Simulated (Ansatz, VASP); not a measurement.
**W in VASP and in Ansatz**

```
W
1.0
     1.54729   -5.00121    0.00000
     1.54729    5.00121    0.00000
     0.00000    0.00000    4.40514
W
4
Direct
  0.13316 0.86684 0.99988
  0.63316 0.36684 0.50012
  0.86684 0.13316 0.00012
  0.36684 0.63316 0.49988
```

Alike in both runs: functional PBE; k mesh 6 × 6 × 4; occupations gaussian, width 0.1 eV; no spin polarisation.

Ansatz relaxed the structure, and its values are those at the end. VASP's run is a single point on that final structure, the one shown.

|  | VASP | Ansatz |
| --- | --- | --- |
| version | VASP 6.6.1 | Ansatz 0.2.0 |
| potentials or method | VASP PAW PBE potentials, release 64 (W_sv) | scalar-relativistic, plane waves, PAW |
| plane-wave cutoff (eV) | 520 | 420 |
| valence electrons in the cell | 56 | 56 |

VASP gave:

- gap on the k mesh at the Fermi level (eV): none
- pressure (GPa): 0.3
- rms of the force components (eV/Å): 0.011

Q: Which values does Ansatz return?

A: gap on the k mesh at the Fermi level (eV): none; pressure (GPa): -0.3; rms of the force components (eV/Å): 0.011.

A gap of «none» marks a metal or a gap that the smearing closes. With one functional, cell and mesh, what is left measures potentials, basis and numerics.

The runs have no spin-orbit coupling, so splittings on W are missing.
